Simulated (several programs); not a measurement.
Many methods on one cell: Bi (buckled honeycomb monolayer)

Bi as a buckled honeycomb monolayer, relaxed with r2SCAN in Ansatz, was computed with several methods. The sheet's in-plane cell has a = 4.315 Å, b = 4.315 Å (γ = 120.0°), and its outermost atoms lie 1.71 Å apart along the normal. Around Bi lie 3 Bi at 3.02 Å. Simulation only: spin-unpolarised, and no claim that this is the phase found in nature.

```yaml
crystal:
  lattice:
    - [4.31490, 0.00000, 0.00000]
    - [-2.15745, 3.73681, 0.00000]
    - [0.00000, 0.00000, 27.05307]
  atoms:
    - { symbol: Bi, position: [0.33333, 0.66667, 0.31274] }
    - { symbol: Bi, position: [0.66667, 0.33333, 0.37577] }
```
Two periodic directions, a and b.

Gaps and times are for a single point on this cell. Times are rough, from shared hosts (AMD EPYC 7R13 Processor; Arm Neoverse V2; NVIDIA H100 80GB HBM3), and each method has its own mesh and cell size. PM6 (MOPAC), PM7 (MOPAC), GFN1-xTB (tblite), GFN2-xTB (tblite) treat a cluster of cells at its zone centre, which samples few k points: where these miss a band edge, the gap comes out too large for that reason alone. Gaps from k meshes are read at a limited set of points (mesh, symmetry points, PBE's band edges), so each method's own least gap may be somewhat smaller. xTB and the PM methods were fitted mostly to molecules, and can miss a solid's gap by electronvolts. Minimal bases can be far off for gaps. Times of the plane-wave ladder aren't listed, since it ran on unlike processors and cards. GLLB-SC's gap includes the derivative discontinuity. d marks a direct gap, i an indirect one (no mark: not told apart), a dash a value that wasn't computed or didn't pass its checks.

```
                              method              kind  gap (eV)  atoms computed  processor time
                         PM6 (MOPAC)    semi-empirical      4.69         cluster          0.14 s
                   GFN1-xTB (tblite)     tight binding      2.95         cluster          0.55 s
                   GFN2-xTB (tblite)     tight binding      2.89         cluster          0.61 s
light PBE (260 eV and a coarse mesh)  light plane-wave    0.57 d               2           2.3 s
              PBE/single zeta (GPAW)       small basis    0.77 d               2           3.5 s
                         PM7 (MOPAC)    semi-empirical      2.65         cluster             6 s
                                 PBE         semilocal    0.60 d               2               –
                                 LDA         semilocal    0.54 d               2               –
                             PBE+SOC         semilocal    0.57 i               2               –
                              r2SCAN         semilocal    0.88 d               2               –
                                PBE0            hybrid    1.59 d               2               –
                               HSE06            hybrid    1.03 d               2               –
                           HSE06+SOC            hybrid    0.61 d               2               –
                      GLLB-SC (GPAW)   model potential      1.09               2            70 s
                             r2SCANh            hybrid    1.22 d               2               –
                        Hartree-Fock    exact exchange    5.07 d               2               –
```

Against HSE06 (1.03 eV) and with closed or daggered gaps left aside, the nearest gap at the points sampled is that of GLLB-SC (GPAW) (+0.06 eV) and the farthest that of Hartree-Fock (+4.04 eV). HSE06 is only a yardstick of convenience, and nearness to it can be luck.

Only the rows marked +SOC include spin-orbit coupling.
